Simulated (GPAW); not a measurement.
## ZrS in GPAW: the effect of target pressure

Crystal: ZrS.

```
Zr S
1.0
     0.00000    2.62500    2.62500
     2.62500    0.00000    2.62500
     2.62500    2.62500    0.00000
Zr S
1 1
Cartesian
  0.0000 0.0000 0.0000
  2.6250 2.6250 2.6250
```

Alike in all runs:

- Program: GPAW 26.7.0
- Task: relaxation of cell and atoms
- Functional: PBEsol
- Potentials or basis: PAW data sets generated in the run's folder for this functional
- Cutoff: 600 eV
- Basis: pw
- k mesh: 9 × 9 × 9
- Occupations: fermi-dirac, width 0.05 eV
- Spin: no spin polarisation

Each run relaxes the cell or the atoms first.

```tsv
target pressure	target pressure	relaxed volume (Å³/atom)
0 GPa	-	17.16
2 GPa	2 GPa	16.94
5 GPa	5 GPa	?
10 GPa	10 GPa	16.19
20 GPa	20 GPa	15.43
30 GPa	30 GPa	14.83
```

What does the run with target pressure 5 GPa give?

Relaxed volume 16.64 Å³/atom.

Worked out: In Murnaghan's law V^(-B') rises as a straight line in P. The other rows fit best with B' = 3.9, V0 = 17.16 Å³/atom and B0 = 152 GPa, which gives 16.64 Å³/atom at 5 GPa, against the run's 16.64.

Caveats: later steps reuse the first step's grids; the volume moved by over 15 % at a fixed basis, so the end points are rough (some runs).
